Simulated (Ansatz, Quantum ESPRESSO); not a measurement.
Given: the input of a run of Ansatz 0.2.0 on MnS. Atoms were shifted at random by some hundredths of an Å from the given cell, which wasn't relaxed again for these runs. 

Contents of input.yaml:

```yaml
crystal:
  lattice:
    - [0.0, 2.6045, 2.6045]
    - [2.6045, 0.0, 2.6045]
    - [2.6045, 2.6045, 0.0]
  atoms:
    - { symbol: Mn, position: [0.003687, 0.002033, -0.011366], spin: 4.0 }
    - { symbol: S, position: [0.506384, 0.511261, 0.487761] }
hamiltonian:
  xc: pbesol
  pseudopotentials: { kind: paw }
magnetization:
  spin_polarized: true
kpoints:
  mp_grid: { grid: [9, 9, 9] }
scf:
  occupations: { method: fermi_dirac, width: 0.05 }
output:
  forces: true
  stress: true
  eigenvalues: true
```

Potentials or basis: Ansatz PAW.

Launch:

```bash
$ ansatz run input.yaml --threads 1 --pin off --max-ram 3584MiB --backend cpu --events-out ev --progress --plain --runs-dir out
```

**Question.** Set up the same calculation for Quantum ESPRESSO 7.5. Potentials or basis there: GBRV 1.5 PBEsol, cutoff 612 eV.

**Answer.** As run (cutoffs and basis follow the program's own potentials, and thresholds, step limits or extra output files can differ):

File pw.in:

```
&CONTROL
  calculation = 'scf'
  prefix = 'pwscf'
  outdir = './tmp'
  pseudo_dir = './pseudo'
  tprnfor = .true.
  tstress = .true.
  disk_io = 'nowf'
/
&SYSTEM
  ibrav = 0
  nat = 2
  ntyp = 2
  ecutwfc = 45
  ecutrho = 360
  nbnd = 20
  occupations = 'smearing'
  smearing = 'fd'
  degauss = 0.00367493
  nspin = 2
  starting_magnetization(1) = 0.2667
  starting_magnetization(2) = 0
/
&ELECTRONS
  conv_thr = 4d-10
  electron_maxstep = 120
  mixing_beta = 0.3
/
ATOMIC_SPECIES
Mn    54.9380 mn_pbesol_v1.5.uspp.F.UPF
S     32.0600 s_pbesol_v1.4.uspp.F.UPF
CELL_PARAMETERS angstrom
   0.0000000000    2.6045000000    2.6045000000
   2.6045000000    0.0000000000    2.6045000000
   2.6045000000    2.6045000000    0.0000000000
ATOMIC_POSITIONS crystal
Mn     0.0036870000    0.0020330000   -0.0113660000
S      0.5063840000    0.5112610000    0.4877610000
K_POINTS automatic
9 9 9 0 0 0
```

Potentials or basis: GBRV 1.5 PBEsol.

Command:

```bash
$ OMP_NUM_THREADS=1 mpirun -n 2 pw.x -nk 2 -in pw.in > pw.out
```

Both were run:

|  | Ansatz | Quantum ESPRESSO |
| --- | --- | --- |
| Pressure | -7.2 GPa | -7.2 GPa |
| Largest force | 0.087 eV/Å | 0.088 eV/Å |
| Net moment | 4.68 μB per cell | 4.70 μB per cell |
| Absolute moment | 4.68 μB per cell | 4.70 μB per cell |
| Energy over the undisturbed cell | 0.8 meV/atom | 0.8 meV/atom |

Ansatz's pressure holds a Pulay term of +0.03 GPa for its cutoff of 420 eV, which the other run lacks.

Ansatz's potentials were made for PBE.

Where Ansatz's input types no cutoff or centring, it takes its own default and a Γ-centred mesh.

The magnetic state is the one that the start led to; the real crystal's order can differ.

Pressure is positive in compression.
